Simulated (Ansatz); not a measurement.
The system is CdF2.

```
Cd F
1.0
     0.00000    2.69400    2.69400
     2.69400    0.00000    2.69400
     2.69400    2.69400    0.00000
Cd F
1 2
Direct
  0.00000 0.00000 0.00000
  0.75000 0.75000 0.75000
  0.25000 0.25000 0.25000
```

Base run:

| Quantity | Value |
| --- | --- |
| Program | Ansatz 0.2.0 |
| Functional | RPBE |
| Potentials or basis | Ansatz PAW |
| Cutoff | 420 eV (not typed: the program's choice for these potentials) |
| k mesh | 5 × 5 × 5 |
| Occupations | fermi-dirac, width 0.05 eV |
| Spin | no spin polarisation |

Its results: band gap on the k mesh 3.39 eV, indirect (least direct gap 3.81 eV); pressure 10.3 GPa.

Problem. After a change of settings the same cell gave: band gap on the k mesh 3.02 eV, indirect (least direct gap 3.42 eV); pressure -0.2 GPa. Which change was it?
A. functional from RPBE to PBE
B. functional from RPBE to revPBE
C. functional from RPBE to PBEsol
D. functional from RPBE to PBE; k mesh from 5 × 5 × 5 to 9 × 9 × 9

Solution. C.

PBEsol binds more tightly than RPBE, so the same cell stands under less pressure.

Caveats: the k mesh misses the band edges, so the gap on the mesh is wider than the one along the path; the PAW data sets come from PBE, with cores solved anew for the run's functional, which leaves a small shift of forces and pressure.
